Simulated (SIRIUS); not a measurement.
Write the native input for SIRIUS 7.10.0 that does the following.

```
Task                                        : single point
Functional                                  : PBE
Potentials or basis                         : PseudoDojo 0.4.1 PBE standard (scalar relativistic)
Cutoff                                      : 1152 eV
Density cutoff                              : 4606 eV
k mesh                                      : 11 × 11 × 3
Occupations                                 : fermi-dirac, width 0.05 eV
Spin                                        : no spin polarisation
Libxc names                                 : ["XC_GGA_X_PBE", "XC_GGA_C_PBE"]
Energy tol                                  : 1e-08 Ha
Density tol                                 : 1e-06
Mixer                                       : anderson
Mixing beta                                 : 0.7
Max scf                                     : 100
Radial cutoff for the potentials' integrals : 6.5 bohr
```

The system is Al2O3.

```
CELL_PARAMETERS angstrom
2.88432 0.00000 0.00000
-1.44216 2.49790 0.00000
0.00000 0.00000 9.33675
ATOMIC_POSITIONS crystal
Al 0.00000 0.00000 0.85001
Al 0.00000 0.00000 0.14999
O 0.33333 0.66667 0.77768
O 0.66667 0.33333 0.00000
O 0.33333 0.66667 0.22232
```

Measurements of this composition are mostly on another form, of space group No. 167.

These files were run (other wordings do the same):

sirius.json

```json
{
  "control": {
    "processing_unit": "cpu",
    "verbosity": 2,
    "num_bands_to_print": 20,
    "print_forces": true,
    "print_stress": true
  },
  "parameters": {
    "electronic_structure_method": "pseudopotential",
    "xc_functionals": ["XC_GGA_X_PBE", "XC_GGA_C_PBE"],
    "gk_cutoff": 9.2,
    "pw_cutoff": 18.4,
    "ngridk": [11, 11, 3],
    "shiftk": [0, 0, 0],
    "smearing": "fermi_dirac",
    "smearing_width": 0.0018374661,
    "num_bands": 20,
    "num_mag_dims": 0,
    "num_dft_iter": 100,
    "energy_tol": 1e-08,
    "density_tol": 1e-06
  },
  "iterative_solver": {
    "type": "davidson",
    "min_tolerance": 1e-09,
    "tolerance_scale": [0.1, 0.25]
  },
  "mixer": {
    "type": "anderson",
    "beta": 0.7,
    "max_history": 8
  },
  "settings": {
    "tol_ne": 1e-10,
    "pseudo_grid_cutoff": 6.5
  },
  "unit_cell": {
    "lattice_vectors": [
      [5.450584206712, 0.0, 0.0],
      [-2.725292103451, 4.720344388485, 0.0],
      [0.0, 0.0, 17.643908822278]
    ],
    "atom_coordinate_units": "lattice",
    "atom_types": ["Al", "O"],
    "atom_files": {
      "O": "O.json",
      "Al": "Al.json"
    },
    "atoms": {
      "Al": [
        [0.0, 0.0, 0.85000767],
        [0.0, 0.0, 0.14999233]
      ],
      "O": [
        [0.3333333333, 0.6666666667, 0.77768308],
        [0.6666666667, 0.3333333333, 0.0],
        [0.3333333333, 0.6666666667, 0.22231692]
      ]
    }
  }
}
```

Potentials or basis: PseudoDojo 0.4.1 PBE standard (scalar relativistic).

Launch:

```bash
$ upf_to_json O.upf
$ upf_to_json Al.upf
$ OMP_NUM_THREADS=1 sirius.scf --input=sirius.json --output=out.json --task=0
```

Results of the run:

```json
{"Pressure": "-0.5 GPa", "Largest force": "0.051 eV/Å", "Band gap on the k mesh": "4.79 eV"}
```

Caveat: an odd mesh through Γ misses points on the zone boundary, where band edges often lie.

Run time: 120 s on 1 thread of Arm Neoverse V1, with other jobs on the host, peak memory 0.7 GiB.
